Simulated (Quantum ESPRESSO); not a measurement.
A calculation with Quantum ESPRESSO 7.5 of F (native input, structure typed inline):

File pw.in:

```
&CONTROL
  calculation = 'scf'
  prefix = 'pwscf'
  outdir = './tmp'
  pseudo_dir = './pseudo'
  tprnfor = .true.
  tstress = .true.
  disk_io = 'nowf'
/
&SYSTEM
  ibrav = 0
  nat = 4
  ntyp = 1
  ecutwfc = 55
  ecutrho = 440
  nbnd = 21
  occupations = 'smearing'
  smearing = 'fd'
  degauss = 0.00367493
/
&ELECTRONS
  conv_thr = 8d-10
  electron_maxstep = 120
  mixing_beta = 0.5
/
ATOMIC_SPECIES
F     18.9984 f_pbe_v1.4.uspp.F.UPF
CELL_PARAMETERS angstrom
   2.7500000000   -1.6400000000    0.0000000000
   2.7500000000    1.6400000000    0.0000000000
  -1.5360100000    0.0000000000    7.1200200000
ATOMIC_POSITIONS crystal
F      0.0570195200    0.0585686700    0.1011471100
F      0.9519176300    0.9526674200    0.9046811300
F      0.4945462500    0.4851943300    0.5988457800
F      0.4965166000    0.5035695800    0.3953259800
K_POINTS automatic
9 9 4 0 0 0
```

Potentials or basis: SSSP 1.3 efficiency PBE.

The run is started by

```sh
$ OMP_NUM_THREADS=1 pw.x -in pw.in > pw.out
```

Question: Write the same calculation in another form: ASE script, structure from a P1 CIF.

Answer: As run:

run.py

```python
import numpy as np
from ase.calculators.espresso import Espresso, EspressoProfile
from ase.io import read

atoms = read('F.cif')

input_data = {
    'control': {'calculation': 'scf', 'prefix': 'pwscf', 'outdir': './tmp', 'tprnfor': True, 'tstress': True, 'disk_io': 'nowf'},
    'system': {'ecutwfc': 55.0, 'ecutrho': 440.0, 'nbnd': 21, 'occupations': 'smearing', 'smearing': 'fd', 'degauss': 0.00367493},
    'electrons': {'conv_thr': 8e-10, 'electron_maxstep': 120, 'mixing_beta': 0.5},
}
pseudopotentials = {'F': 'f_pbe_v1.4.uspp.F.UPF'}
profile = EspressoProfile(command='pw.x', pseudo_dir='pseudo')
dft = Espresso(profile=profile, input_data=input_data, pseudopotentials=pseudopotentials, kpts=(9, 9, 4), koffset=(0, 0, 0))
atoms.calc = dft

print(f'energy {atoms.get_potential_energy():.8f} eV')
print('forces (eV/A)')
print(np.round(atoms.get_forces(), 6))
print('stress (eV/A^3, Voigt)')
print(np.round(atoms.get_stress(), 8))
print(f'Fermi level {dft.get_fermi_level():.4f} eV')
```

Contents of F.cif:

```cif
data_F
_cell_length_a 3.20189007
_cell_length_b 3.20189007
_cell_length_c 7.28381847
_cell_angle_alpha 100.43487701
_cell_angle_beta 100.43487701
_cell_angle_gamma 61.62062692
_space_group_name_H-M_alt 'P1'
_space_group_name_Hall 'P 1'
_space_group_IT_number 1
loop_
_space_group_symop_operation_xyz
'x,y,z'
loop_
_atom_site_label
_atom_site_type_symbol
_atom_site_symmetry_multiplicity
_atom_site_Wyckoff_symbol
_atom_site_fract_x
_atom_site_fract_y
_atom_site_fract_z
_atom_site_occupancy
F1 F 1 a 0.0570195200 0.0585686700 0.1011471100 1
F2 F 1 a 0.9519176300 0.9526674200 0.9046811300 1
F3 F 1 a 0.4945462500 0.4851943300 0.5988457800 1
F4 F 1 a 0.4965166000 0.5035695800 0.3953259800 1
```

Potentials or basis: SSSP 1.3 efficiency PBE.

Launch:

```sh
$ OMP_NUM_THREADS=1 python run.py
```

Both were run:

|  | native input, structure typed inline | ASE script, structure from a P1 CIF |
| --- | --- | --- |
| Pressure | -2.0 GPa | -2.0 GPa |
| Largest force | 1.952 eV/Å | 1.952 eV/Å |
| Band gap on the k mesh | 2.03 eV, direct | 2.03 eV, direct |

Keys that steer only the numerical path or the files written may differ.

Caveat: an odd mesh through Γ misses points on the zone boundary, where band edges often lie; forces of over 1 eV/Å show positions far from the minimum, so gaps and moduli don't describe the material at rest.
